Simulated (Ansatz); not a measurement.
# Platinum, hcp under PBE: from relaxation to bulk modulus

Aim: take platinum in the hcp structure, relax it, solve it on a dense k-mesh, switch on spin-orbit coupling, then scale the cell to 7 volumes from 88 to 112 % of the relaxed one and try a fit of the equation of state. The k-meshes are 13×13×7 for the relaxation; 21×21×11 for the dense run; 13×13×7 for spin-orbit coupling; 21×21×11 for the volumes.

This is Pt in the hcp structure; at room conditions it is fcc.

Computed with Ansatz 0.2.0 (DFT PBE, plane waves (420 eV) with PAW, scalar-relativistic, unless a step says otherwise).

### 1 Starting point

The structure is hexagonal, space group P6_3/mmc (No. 194). Conventional cell: a = 2.774 Å, b = 2.774 Å, c = 4.530 Å, α = 90.00°, β = 90.00°, γ = 120.00°. Pt (site symmetry -6m2) has 12 Pt at 2.77 Å as nearest neighbours.

Structure file:

```cif
data_structure
_symmetry_space_group_name_H-M 'P 1'
_symmetry_Int_Tables_number 1
_cell_length_a 2.7740
_cell_length_b 2.7740
_cell_length_c 4.5300
_cell_angle_alpha 90.000
_cell_angle_beta 90.000
_cell_angle_gamma 120.000
_cell_volume 30.19
loop_
_atom_site_label
_atom_site_type_symbol
_atom_site_fract_x
_atom_site_fract_y
_atom_site_fract_z
_atom_site_occupancy
Pt1 Pt 0.33333 0.66667 0.25000 1
Pt2 Pt 0.66667 0.33333 0.75000 1
```

### 2 Relaxation of the cell

Input file input.yaml:

```yaml
crystal:
  lattice:
    - [2.7740467412, 0.0, 0.0]
    - [-1.3870233706, 2.4023949491, 0.0]
    - [0.0, 0.0, 4.5300183283]
  atoms:
    - { symbol: Pt, position: [0.3333333333, 0.6666666667, 0.25] }
    - { symbol: Pt, position: [0.6666666667, 0.3333333333, 0.75] }
hamiltonian:
  xc: pbe
  pseudopotentials:
    kind: paw
    azcp:
      Pt: "pseudopotentials/Pt.paw.azcp"
basis:
  ecutwfc: 420
  fft_grid_basis: typed
kpoints:
  mp_grid: { grid: [13, 13, 7], shift: [0, 0, 0] }
magnetization:
  spin_polarized: false
scf:
  occupations: { method: fermi_dirac, width: 0.1 }
relax:
  max_steps: 60
  f_tol: 0.01
  cell: {}
```

The runs that follow: Single point on a dense mesh; A two-component run at the same geometry; Volume × 0.88; Volume × 0.92; Volume × 0.96; Volume × 1.0; Volume × 1.04; Volume × 1.08; Volume × 1.12.

**Question.** What will these runs give? Wanted: space group; conventional cell; volume; shortest distance; gap on the mesh; relative to fcc; V₀, B₀, B₀′.

As calculated:

| quantity | value |
| --- | --- |
| space group (spins left aside) | P6_3/mmc (No. 194) |
| conventional cell | a = 2.767 Å, c = 4.757 Å (c/a = 1.719) |
| volume | 15.769 Å³/atom |
| shortest distance | 2.767 Å |
| gap on the mesh | none (levels filled in part) |
| relative to fcc | +59 meV/atom |
| V₀, B₀, B₀′ | 15.744 Å³/atom, 243 GPa, 5.5 |

What this shows: From the guessed start the volume grew by 4.5 % in 7 steps. Against the reference form of platinum (fcc, computed apart with the same settings) it stands 59 meV/atom higher. Levels at the Fermi energy are filled in part, as in a metal. The total energy of the spin-orbit run lies -34.6 eV/atom from the scalar one, but the two kinds of run don't share a zero of energy: only differences within one kind count. B₀ comes out at 243 GPa; letting shape and positions relax at each volume could only lower it. Relaxation kept the symmetry; phonons were not checked.
